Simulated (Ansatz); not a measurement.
This ScAl3 structure is the end of a relaxation. It was relaxed at this level from a Materials Project cell.

Level of theory: Ansatz 0.2.0, DFT PBE, scalar-relativistic, plane waves, PAW. Cutoff 420 eV, Γ-centred mesh, Gaussian smearing, no spin polarisation.

```
CELL_PARAMETERS angstrom
4.10591 0.00000 0.00000
0.00000 4.10591 0.00000
0.00000 0.00000 4.10591
ATOMIC_POSITIONS crystal
Sc 0.00000 0.00000 0.00000
Al 0.50000 0.00000 0.50000
Al 0.00000 0.50000 0.50000
Al 0.50000 0.50000 0.00000
```

The zero of energy is the elements' standard structures at the same level; no fitted shifts are applied.

Task: Find its symmetry and describe it.

Result: Pm-3m (No. 221), the Cu3Au (L1_2) type. Conventional cell: a = 4.106 Å. Sc has 12 Al at 2.90 Å; around Al lie 4 Sc at 2.90 Å and 8 Al at 2.90 Å.

Task: What is its formation energy per atom?

Result: −0.45 eV/atom. A negative formation energy is needed for stability but isn't enough: competing phases decide.

Task: Is it a metal?

Result: Yes, bands cross the Fermi level on the 12×12×12 mesh.

The last run used a 12×12×12 mesh for its 4-atom cell and Gaussian smearing of 0.10 eV. A later test with randomly moved atoms came back to the same energy, though modes that don't fit the test's cell weren't probed.
